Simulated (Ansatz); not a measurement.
GaSb: single point with PBE

**The experiment to reproduce.**

A printed reference work, data compilation reports, for a bulk crystal of GaSb at 4.2 K: band gap 0.811 eV (direct).

Crystal: GaSb.

```
Sb Ga
1.0
     0.00000    3.05900    3.05900
     3.05900    0.00000    3.05900
     3.05900    3.05900    0.00000
Sb Ga
1 1
Direct
  0.75000 0.75000 0.75000
  0.00000 0.00000 0.00000
```

```yaml
Program: Ansatz 0.2.0
Task: single point
Functional: PBE
Potentials_or_basis: Ansatz PAW
Cutoff: "420 eV (not typed: the program's choice for these potentials)"
k_mesh: 8 × 8 × 8
Occupations: fermi-dirac, width 0.05 eV
Spin: no spin polarisation
```

```json
{
  "Pressure": "2.3 GPa",
  "Band gap on the k mesh": "none (metal or under the smearing width)"
}
```

Levels at points of the mesh, in eV from the Fermi level:
| k point | band 11 | band 12 | band 13 | band 14 | band 15 | band 16 | band 17 | band 18 |
| --- | --- | --- | --- | --- | --- | --- | --- | --- |
| (0.00, 0.00, 0.00) | -11.54 | -0.07 | -0.07 | -0.07 | -0.03 | 2.72 | 2.72 | 2.72 |
| (0.00, 0.00, -0.50) | -9.92 | -6.42 | -1.22 | -1.22 | 0.34 | 3.70 | 3.70 | 6.42 |
| (0.00, -0.50, -0.50) | -9.10 | -6.86 | -2.64 | -2.64 | 0.85 | 1.19 | 8.65 | 8.65 |

Wall time 1.4 s on 2 threads of AMD EPYC 7R43 64-Core Processor (Zen 3) (shared host), peak memory 0.39 GiB.

Against the measured gap of GaSb, 0.811 eV (direct; 4.2 K; a printed reference work, data compilation), the calculated 0.00 eV is off by -0.81 eV. Spin-orbit coupling on Ga, Sb is left out. The value is that of PBE on a finite k mesh, which can miss the band edges, without temperature or zero-point motion. Semilocal functionals fall short of measured gaps as a rule.

Spin-orbit coupling is left out, which matters for the levels of Sb.
